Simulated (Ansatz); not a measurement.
# MoP: the cost of one run

Method: DFT PBEsol, scalar-relativistic, in Ansatz 0.2.0.

## (1) The structure to begin with

Symmetry: P-6m2, No. 187, hexagonal system. Conventional cell: a = 3.223 Å, b = 3.223 Å, c = 3.191 Å, α = 90.00°, β = 90.00°, γ = 120.00°. Mo (site symmetry -6m2) is surrounded by 6 P at 2.45 Å. Around P (site symmetry -6m2) lie 6 Mo at 2.45 Å.

As a file:

```cif
data_structure
_symmetry_space_group_name_H-M 'P-6m2'
_symmetry_Int_Tables_number 187
_cell_length_a 3.2230
_cell_length_b 3.2230
_cell_length_c 3.1910
_cell_angle_alpha 90.000
_cell_angle_beta 90.000
_cell_angle_gamma 120.000
_cell_volume 28.71
loop_
_atom_site_label
_atom_site_type_symbol
_atom_site_symmetry_multiplicity
_atom_site_Wyckoff_symbol
_atom_site_fract_x
_atom_site_fract_y
_atom_site_fract_z
_atom_site_occupancy
Mo1 Mo 1 a 0.00000 0.00000 0.00000 1
P1 P 1 d 0.33333 0.66667 0.50000 1
```

The file gives the conventional cell by its symmetry; the runs use the cell typed in the input.

Atoms are numbered in the order of the input: Mo1, P2.

## (2) Volume × 0.94, LAPW

Contents of input.yaml:

```yaml
crystal:
  lattice:
    - [3.1572060808, 0.0, 0.0]
    - [-1.5786030404, 2.7342206709, 0.0]
    - [0.0, 0.0, 3.1258592729]
  atoms:
    - { symbol: Mo, position: [0.0, 0.0, 0.0] }
    - { symbol: P, position: [0.3333333333, 0.6666666667, 0.5] }
kpoints:
  mp_grid: { grid: [15, 15, 13] }
  band_path:
    path:
      - [0.0, 0.0, 0.0]
      - [0.5, 0.0, 0.0]
      - [0.3333333333, 0.3333333333, 0.0]
      - [0.0, 0.0, 0.0]
      - [0.0, 0.0, 0.5]
      - [0.5, 0.0, 0.5]
      - [0.3333333333, 0.3333333333, 0.5]
      - [0.0, 0.0, 0.5]
      - [0.5, 0.0, 0.5]
    npoints: 5
scf:
  occupations: { method: fermi_dirac, width: 0.08 }
hamiltonian:
  xc: pbesol
  pseudopotentials: { kind: all_electron, lapw: { basis_error: 0.00025 } }
output:
  forces: true
  stress: true
  eigenvalues: true
```

The run is started by

```console
> ansatz run input.yaml --threads 1 --pin off --max-ram 3072MiB --backend cpu --events-out ev --progress --plain --runs-dir out
```

What time and memory should one allow on 1 thread of Arm Neoverse V2, shared host?

About 75 s, with a peak of 0.6 GiB.
